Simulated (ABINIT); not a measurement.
The system is CuI (Marshite).

```
I Cu
1.0
     0.00000    3.03150    3.03150
     3.03150    0.00000    3.03150
     3.03150    3.03150    0.00000
I Cu
1 1
Direct
  0.00000 0.00000 0.00000
  0.75000 0.75000 0.75000
```

Program: ABINIT 10.8.3 (patched build). Alike in all runs: task single point; no spin polarisation; cell as given; smearing fermi-dirac 0.05 eV.

Problem. Order these runs on this cell by their band gap on the k mesh, lowest first.
A. level PBE; potentials or basis JTH PAW PBE v2.0; k mesh 6 × 6 × 6; cutoff (eV) 544; fine-grid cutoff 1088.46 eV
B. level LDA; potentials or basis JTH PAW LDA v2.0; k mesh 5 × 5 × 5; cutoff (eV) 544; fine-grid cutoff 1088.46 eV
C. level r2SCAN; potentials or basis JTH PAW PBE v2.0; k mesh 10 × 10 × 10; cutoff (eV) 653; fine-grid cutoff 1251.72 eV

Solution. B (0.93 eV), A (1.11 eV), C (1.58 eV).

Caveats: spin-orbit coupling is left out, which moves the levels of the heavy elements.

A k mesh can miss the band edges, odd and even meshes differently.
